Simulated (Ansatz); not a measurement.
# ZnO: the cost of one run

Code: Ansatz 0.2.0. PAW datasets, plane waves. No spin polarisation and no zero-point or thermal motion.

## 1. Starting point

The unstrained cell was relaxed with r2SCAN; in each strained cell the atoms were relaxed again with r2SCAN. Names of k-points are those of the unstrained zone, where strain can split equivalent points. First state: -4.8 % shear in the xy plane.

Space group P2_1 (No. 4), monoclinic; conventional cell a = 3.168 Å, b = 5.211 Å, c = 3.236 Å, β = 117.9°, 11.80 Å³ an atom. Zn has 4 O at 1.97–1.98 Å; O has 4 Zn at 1.97–1.98 Å.

As a file:

```cif
data_structure
_symmetry_space_group_name_H-M 'P 1'
_symmetry_Int_Tables_number 1
_cell_length_a 3.2363
_cell_length_b 3.3035
_cell_length_c 5.2109
_cell_angle_alpha 90.000
_cell_angle_beta 90.000
_cell_angle_gamma 122.070
_cell_volume 47.21
loop_
_atom_site_label
_atom_site_type_symbol
_atom_site_fract_x
_atom_site_fract_y
_atom_site_fract_z
_atom_site_occupancy
Zn1 Zn 0.33907 0.66656 0.49963 1
Zn2 Zn 0.66093 0.33344 0.99963 1
O1 O 0.65782 0.33252 0.37938 1
O2 O 0.34218 0.66748 0.87938 1
```

From earlier runs on the unstrained cell: PBE 0.81 eV, r2SCAN 1.24 eV, HSE06 2.53 eV; a = 3.235 Å, c = 5.211 Å.

## 2. -4.8 % shear in the xy plane: PBE

The input, input.yaml:

```yaml
crystal:
  lattice:
    - [3.2353522091, -0.0784572911, 0.0]
    - [-1.6856221117, 2.8411258488, 0.0]
    - [0.0, 0.0, 5.2109131157]
  atoms:
    - { symbol: Zn, position: [0.3390680402, 0.6665570065, 0.4996338353] }
    - { symbol: Zn, position: [0.6609319598, 0.3334429935, -0.0003661647] }
    - { symbol: O, position: [0.6578161708, 0.3325230528, 0.3793761647] }
    - { symbol: O, position: [0.3421838292, 0.6674769472, 0.8793761647] }
kpoints:
  mp_grid: { grid: [12, 12, 6] }
  band_path:
    path:
      - [0.0, 0.0, 0.0]
      - [0.5, 0.0, 0.0]
      - [0.3333333333, 0.3333333333, 0.0]
      - [0.0, 0.0, 0.5]
      - [0.5, 0.0, 0.5]
      - [0.3333333333, 0.3333333333, 0.5]
    npoints: 1
hamiltonian:
  xc: pbe
scf:
  occupations: { method: fermi_dirac, width: 0.02 }
  n_extra_bands: 5
output:
  forces: true
  stress: true
  eigenvalues: true
```

On the command line:

```sh
> ansatz run input.yaml --threads 4 --pin off --max-ram 4608MiB --backend cpu --events-out ev --progress --plain --runs-dir out
```

**Question.** How long does this run take on 4 threads of Arm Neoverse V2, shared host, and how much memory does it need?

About 9.8 s, with a peak of 0.59 GiB.
